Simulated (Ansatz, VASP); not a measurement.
**One calculation of Ni, two programs**

The input INCAR:

```
SYSTEM = Ni
PREC = Accurate
ENCUT = 520
EDIFF = 1E-6
ISMEAR = 1
SIGMA = 0.041
LREAL = .FALSE.
LASPH = .TRUE.
NELM = 80
ALGO = Normal
ISIF = 2
LWAVE = .FALSE.
LCHARG = .FALSE.
GGA = PE
NBANDS = 11
```

File KPOINTS:

```
regular mesh
0
G
  8 8 8
  0 0 0
```

File POSCAR:

```
Ni
1.0
    0.0000000000      1.7938320000      1.7938320000
    1.7938320000      0.0000000000      1.7938320000
    1.7938320000      1.7938320000      0.0000000000
Ni
1
Direct
    0.0000000000      0.0000000000      0.0000000000
```

Input for Ansatz:

```yaml
crystal:
  lattice:
    - [0.0, 1.793832, 1.793832]
    - [1.793832, 0.0, 1.793832]
    - [1.793832, 1.793832, 0.0]
  atoms:
    - { symbol: Ni, position: [0.0, 0.0, 0.0] }
  symmetry: { tolerance: 0.0003 }
kpoints:
  mp_grid: { grid: [8, 8, 8], shift: [0, 0, 0] }
magnetization:
  spin_polarized: false
scf:
  occupations: { method: cold, width: 0.041 }
hamiltonian:
  pseudopotentials: { kind: paw }
  xc: pbe
basis:
  ecutwfc: 420
output:
  forces: true
  stress: true
  eigenvalues: true
  write_density: true
  write_potential: true
  elf: true
  volumetric_format: npy
```

The cell was built by a generator and needn't be a form met in nature.

Alike in both runs: task single point; functional PBE; k mesh 8 × 8 × 8; no spin polarisation.

```csv
,VASP,Ansatz
version,VASP 6.6.1,Ansatz 0.2.0
potentials or method,"VASP PAW PBE potentials, release 64 (Ni)",PAW plane waves
plane-wave cutoff (eV),520,420
occupations,"methfessel-paxton of order 1, width 0.041 eV","cold, width 0.041 eV"
valence electrons in the cell,10,18
```

|  | VASP | Ansatz | Ansatz less VASP |
| --- | --- | --- | --- |
| gap on the k mesh at the Fermi level (eV) | none | none | - |
| pressure (GPa) | -10.9 | -11.1 | -0.21 |

A gap of «none» marks a metal or a gap that the smearing closes. The two sets of potentials don't hold the same shells in valence.

Caveats: the k mesh is coarse (spacing up to 0.38 Å⁻¹), so the values aren't converged; the run has no spin polarisation, though such a crystal can be magnetic. Spin polarisation is off, so any magnetic state and its effect on volume and gap are missing.
